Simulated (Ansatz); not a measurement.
Write the native input for Ansatz 0.2.0 that does the following.

```
Task                  : relaxation of cell and atoms
Functional            : PBEsol
Potentials or basis   : Ansatz PAW
Cutoff                : 420 eV (not typed: the program's choice for these potentials)
k mesh                : 7 × 7 × 7
Occupations           : fermi-dirac, width 0.05 eV
Spin                  : no spin polarisation
Target pressure       : 30 GPa
Target pressure (GPa) : 30
```

TiAl3:

```
Ti Al
1.0
     3.95567    0.00000    0.00000
     0.00000    3.95567    0.00000
     0.00000    0.00000    3.95567
Ti Al
1 3
Direct
  0.00000 0.00000 0.00000
  0.00000 0.50000 0.50000
  0.50000 0.00000 0.50000
  0.50000 0.50000 0.00000
```

The cell comes from a database or a generator and needn't be the stable form of this composition.

These files were run (other wordings do the same):

input.yaml

```yaml
crystal:
  lattice:
    - [3.95567125, 0.0, 0.0]
    - [0.0, 3.95567125, 0.0]
    - [0.0, 0.0, 3.95567125]
  atoms:
    - { symbol: Ti, position: [0.0, 0.0, 0.0] }
    - { symbol: Al, position: [0.0, 0.5, 0.5] }
    - { symbol: Al, position: [0.5, 0.0, 0.5] }
    - { symbol: Al, position: [0.5, 0.5, 0.0] }
hamiltonian:
  xc: pbesol
  pseudopotentials: { kind: paw }
kpoints:
  mp_grid: { grid: [7, 7, 7] }
scf:
  occupations: { method: fermi_dirac, width: 0.05 }
output:
  forces: true
  stress: true
  eigenvalues: true
relax:
  f_tol: 0.01
  max_steps: 40
  cell: { stress_tol: 0.05, p_target: 30.0 }
```

Potentials or basis: Ansatz PAW.

Run with:

```sh
$ ansatz run input.yaml --threads 2 --pin off --max-ram 5632MiB --backend cpu --events-out ev --progress --plain --runs-dir out
```

Results of the run:

```json
{
  "Relaxed volume": "12.78 Å³/atom",
  "Relaxed cell": "a = 3.711 Å, b = 3.711 Å, c = 3.711 Å, α = 90.00°, β = 90.00°, γ = 90.00°",
  "Space group after relaxing (to 0.05 Å)": "Pm-3m (No. 221)",
  "Energy change on relaxing (the enthalpy is what falls)": "+209.4 meV/atom",
  "Ionic steps": "8",
  "Pressure after relaxing": "30.0 GPa",
  "Band gap on the k mesh": "none (metal or under the smearing width)"
}
```

Caveat: the volume moved by over 15 % at a fixed basis, so the end points are rough; the plane-wave basis is chosen anew once the cell has moved, so the energies of steps on either side of that aren't comparable; the PAW data sets come from PBE, with cores solved anew for the run's functional, which leaves a small shift of forces and pressure.

Wall time 5.3 s on 2 threads of Arm Neoverse V2 (shared host), peak memory 0.33 GiB.
